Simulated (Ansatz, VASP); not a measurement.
KF: VASP beside Ansatz

```
K F
1.0
    -0.07910    2.65896    2.65896
     2.65896   -0.07910    2.65896
     2.57986    2.57986    0.00000
K F
1 1
Direct
  0.00000 0.00000 0.00000
  0.50000 0.50000 0.50000
```

Change from the starting cell: shear_xy strain -6.0%.

Alike in both runs: task single point; functional r2SCAN; k mesh 8 × 8 × 8; no spin polarisation.

```csv
,VASP,Ansatz
version,VASP 6.6.1,Ansatz 0.2.0
potentials or method,"VASP PAW PBE potentials, release 64 (K_sv, F)","plane waves, PAW"
plane-wave cutoff (eV),520,500
occupations,"gaussian, width 0.01 eV",fixed
valence electrons in the cell,16,16
```

```tsv
	VASP	Ansatz	Ansatz less VASP
gap on the k mesh at the Fermi level (eV)	6.87	6.87	+0.001
pressure (GPa)	0.0	0.0	+0.03
largest component of the traceless stress (GPa)	0.74	0.74	+0.004
```

Caveats: the PAW data sets were made with another functional, which shifts forces and pressure a little (VASP). A k mesh can miss the band edges.
